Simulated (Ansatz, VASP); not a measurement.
## One calculation of As, two programs

Contents of INCAR:

```
PREC = Accurate
ENCUT = 520
EDIFF = 1E-6
ISMEAR = 0
SIGMA = 0.05
LREAL = F
LASPH = T
NELM = 60
ALGO = Normal
ISIF = 2
LWAVE = F
LCHARG = T
GGA = RP
LELF = T
LVHAR = T
NBANDS = 12
```

KPOINTS

```
Automatic mesh
0
Gamma
  13 13 13
```

File POSCAR:

```
As
1.0
    1.9185112564      1.1076529903      3.3463392000
   -1.9185112564      1.1076529903      3.3463392000
    0.0000000000     -2.2153059806      3.3463392000
As
2
Direct
    0.2275400000      0.2275400000      0.2275400000
    0.7724600000      0.7724600000      0.7724600000
```

Input for Ansatz:

```yaml
crystal:
  lattice:
    - [1.9185112564, 1.1076529903, 3.3463392]
    - [-1.9185112564, 1.1076529903, 3.3463392]
    - [0.0, -2.2153059806, 3.3463392]
  atoms:
    - { symbol: As, position: [0.22754, 0.22754, 0.22754] }
    - { symbol: As, position: [0.77246, 0.77246, 0.77246] }
kpoints:
  mp_grid: { grid: [13, 13, 13] }
scf:
  occupations: { method: gaussian, width: 0.05 }
hamiltonian:
  xc: rpbe
  pseudopotentials: { kind: all_electron, lapw: { basis_error: 0.001 } }
output:
  forces: true
  stress: true
  eigenvalues: true
accuracy: high
```

Alike in both runs: task single point; functional RPBE; k mesh 13 × 13 × 13; occupations gaussian, width 0.05 eV; no spin polarisation.

```csv
,VASP,Ansatz
version,VASP 6.6.1,Ansatz 0.2.0
potentials or method,"VASP PAW PBE potentials, release 64 (As)","all-electron LAPW, scalar-relativistic"
plane-wave cutoff (eV),520,see its input
```

|  | VASP | Ansatz | Ansatz less VASP |
| --- | --- | --- | --- |
| gap on the k mesh at the Fermi level (eV) | none | none | - |
| pressure (GPa) | 4.5 | 4.2 | -0.22 |
| largest component of the traceless stress (GPa) | 1.74 | 1.83 | +0.099 |
| rms of the force components (eV/Å) | 0.255 | 0.229 | -0.0267 |

Atom by atom the forces differ by 0.027 eV/Å (rms over components). A gap of «none» marks a metal or a gap that the smearing closes. Ansatz ran all-electron here, so the differences hold the error of VASP's frozen core and of both bases.

Caveats: the PAW data sets were made with another functional, which shifts forces and pressure a little (VASP).
